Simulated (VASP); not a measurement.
BeTe: relaxation of cell and atoms with PW91

Crystal: BeTe.

```
Te Be
1.0
     0.00000    2.77000    2.77000
     2.77000    0.00000    2.77000
     2.77000    2.77000    0.00000
Te Be
1 1
Direct
  0.75000 0.75000 0.75000
  0.00000 0.00000 0.00000
```

| Item | Value |
| --- | --- |
| Program | VASP 6.6.1 |
| Task | relaxation of cell and atoms |
| Functional | PW91 |
| Potentials or basis | VASP PAW PBE potentials, release 64 (Te, Be) |
| Cutoff | 600 eV |
| k mesh | 8 × 8 × 8 |
| Occupations | fermi-dirac, width 0.05 eV |
| Spin | no spin polarisation |
| Further INCAR settings | ALGO = Fast; EDIFF = 1e-07; IBRION = 2; EDIFFG = -0.01; NSW = 60; ISIF = 3 |

The relaxed volume is 22.79 Å³/atom. The relaxed cell is a = 4.010 Å, b = 4.010 Å, c = 4.010 Å, α = 60.00°, β = 60.00°, γ = 60.00°, the space group after relaxing (to 0.05 Å) is F-43m (No. 216) and the energy gained by relaxing is 20.7 meV/atom. The ionic steps are 3, the pressure after relaxing is 0.0 GPa and the band gap on the k mesh is 2.03 eV, indirect (least direct gap 3.64 eV).

Step by step:
| step | energy change (eV) | largest force (eV/Å) | pressure (GPa) | volume (Å³) |
| --- | --- | --- | --- | --- |
| 1 | 0.0000 | 0.0000 | 4.56 | 42.51 |
| 2 | -0.0392 | 0.0000 | -0.89 | 46.34 |
| 3 | -0.0413 | 0.0000 | 0.01 | 45.58 |

Final structure:
```cif
data_structure
_symmetry_space_group_name_H-M 'P 1'
_symmetry_Int_Tables_number 1
_cell_length_a 4.0095
_cell_length_b 4.0095
_cell_length_c 4.0095
_cell_angle_alpha 60.000
_cell_angle_beta 60.000
_cell_angle_gamma 60.000
_cell_volume 45.58
loop_
_atom_site_label
_atom_site_type_symbol
_atom_site_fract_x
_atom_site_fract_y
_atom_site_fract_z
_atom_site_occupancy
Te1 Te 0.75000 0.75000 0.75000 1
Be1 Be 0.00000 0.00000 0.00000 1
```

Levels at points of the mesh, in eV from the valence-band top:
```
           k point  band 1  band 2  band 3  band 4  band 5  band 6  band 7  band 8
(0.00, 0.00, 0.00)  -12.15    0.00    0.00    0.00    3.64    3.64    3.64    3.70
(0.50, 0.00, 0.00)  -10.85   -5.41   -1.10   -1.10    3.04    4.61    4.61    7.82
(0.50, 0.50, 0.00)  -10.38   -5.00   -2.57   -2.57    2.03    2.70    9.59    9.59
```

Run time: 56 s on 1 thread of Intel(R) Xeon(R) Platinum 8259CL CPU @ 2.50GHz (Skylake/Cascade Lake), on a shared host, peak memory 0.19 GiB.

Caveat: the PAW data sets were made with another functional, which shifts forces and pressure a little; spin-orbit coupling is left out, which moves the levels of the heavy elements. Zero-point motion and thermal expansion aren't in these numbers.
